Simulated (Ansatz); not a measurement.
# B: the cost of one run

Computed with Ansatz 0.2.0 (DFT PBE, scalar-relativistic, plane waves, PAW, unless a step's input says otherwise).

2 further runs of the same task are left out: 1 that didn't finish, 1 set aside as unsound or not needed. Runs told in other sessions of the task aren't counted.

## Step 1: The structure to begin with

It takes space group P6/mmm (No. 191, hexagonal). Conventional cell: a = 2.148 Å, b = 2.148 Å, c = 2.664 Å, α = 90.00°, β = 90.00°, γ = 120.00°. Around B (site symmetry -6m2) lie 3 B at 1.24 Å.

As a file:

```cif
data_structure
_symmetry_space_group_name_H-M 'P6/mmm'
_symmetry_Int_Tables_number 191
_cell_length_a 2.1481
_cell_length_b 2.1481
_cell_length_c 2.6645
_cell_angle_alpha 90.000
_cell_angle_beta 90.000
_cell_angle_gamma 120.000
_cell_volume 10.65
loop_
_atom_site_label
_atom_site_type_symbol
_atom_site_symmetry_multiplicity
_atom_site_Wyckoff_symbol
_atom_site_fract_x
_atom_site_fract_y
_atom_site_fract_z
_atom_site_occupancy
B1 B 2 c 0.33333 0.66667 0.00000 1
```

Recipe of the guess: random cell by space group and Wyckoff sites (P6/mmm, No. 191). Its size is a rough estimate.

## Step 2: A first look at the guess

Contents of input.yaml:

```yaml
crystal:
  lattice:
    - [2.14806897, 0.0, 0.0]
    - [-1.07403449, 1.8602823, 0.0]
    - [0.0, 0.0, 2.66449073]
  atoms:
    - { symbol: B, position: [0.33333333, 0.66666667, 0.0] }
    - { symbol: B, position: [0.66666667, 0.33333333, 0.0] }
basis:
  ecutwfc: 420
kpoints:
  mp_grid: { grid: [12, 12, 6] }
hamiltonian:
  xc: pbe
scf:
  occupations: { method: gaussian, width: 0.1 }
  lower_state_search: "off"
output:
  forces: true
  stress: true
  eigenvalues: true
```

The run is started by

```sh
$ ansatz run input.yaml --threads 1 --pin off --max-ram 2560MiB --backend cpu --events-out ev --progress --plain --runs-dir out
```

**Question.** How long does this run take on 1 thread of Intel Xeon at 2.50GHz (Skylake/Cascade Lake), shared host, and how much memory does it need?

About 2.2 s, with a peak of 0.28 GiB.
